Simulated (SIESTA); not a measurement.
Crystal: Cu.

```
CELL_PARAMETERS angstrom
0.00000 1.80750 1.80750
1.80750 0.00000 1.80750
1.80750 1.80750 0.00000
ATOMIC_POSITIONS crystal
Cu 0.00000 0.00000 0.00000
```

| Quantity | Value |
| --- | --- |
| Program | SIESTA 5.4.2 |
| Task | single point |
| Functional | PBEsol |
| Potentials or basis | PseudoDojo 0.4 standard (PBEsol files) |
| Basis | DZP (energy shift 0.003 Ry; two zetas on semicore shells) |
| Grid cutoff | 800 Ry |
| Energy shift | 0.003 Ry |
| k mesh | 13 × 13 × 13 |
| Occupations | fermi-dirac, width 0.05 eV |
| Spin | no spin polarisation |

On this cell: pressure -7.4 GPa; band gap on the k mesh none (metal or under the smearing width).

The same run follows on a disturbed copy (cell strained at random at fixed volume):

```
Cu
1.0
    -0.00858    1.79575    1.80169
     1.82295   -0.02405    1.81716
     1.79533    1.78360    0.00357
Cu
1
Direct
  0.00146 0.97571 0.02932
```

Task: What changes?

Result: The energy (extrapolated to zero smearing) moves by +1.6 meV/atom; pressure -7.1 GPa; band gap on the k mesh none (metal or under the smearing width).

Stress tensor (GPa, compression positive):
```
-7.12  1.62 -0.78
 1.62 -6.90  0.62
-0.78  0.62 -7.34
```

Caveats: short orbitals over semicore shells can move pressures by several GPa; the basis of atomic orbitals isn't converged, which shifts pressures, moduli and gaps.
